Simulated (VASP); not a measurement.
Ag:

```xyz
1
Lattice="-1.6557 1.6557 1.6557 1.6557 -1.6557 1.6557 1.6557 1.6557 -1.6557" Properties=species:S:1:pos:R:3 pbc="T T T"
Ag    0.0000    0.0000    0.0000
```

This isn't the form of Ag at room conditions, which is fcc.

| Item | Value |
| --- | --- |
| Program | VASP 6.6.1 |
| Task | single point |
| Functional | PBE |
| Potentials or basis | VASP PAW PBE potentials, release 64 (Ag) |
| Cutoff | 520 eV |
| k mesh | 11 × 11 × 11 |
| Occupations | fermi-dirac, width 0.05 eV |
| Spin | no spin polarisation |

On this cell: pressure -0.9 GPa; band gap on the k mesh none (metal or under the smearing width).

The same run follows on a disturbed copy (cell strained at random at fixed volume):

```xyz
1
Lattice="-1.6674 1.7097 1.6780 1.6448 -1.6625 1.6082 1.6497 1.6448 -1.6308" Properties=species:S:1:pos:R:3 pbc="T T T"
Ag   -0.0324    0.0239   -0.0218
```

**Question.** What does the disturbed cell give?

**Answer.** The energy (extrapolated to zero smearing) moves by +2.6 meV/atom; pressure -0.9 GPa; band gap on the k mesh none (metal or under the smearing width).

Stress tensor (GPa, compression positive):
```
-0.90  0.52  0.64
 0.52 -0.65 -1.54
 0.64 -1.54 -1.04
```
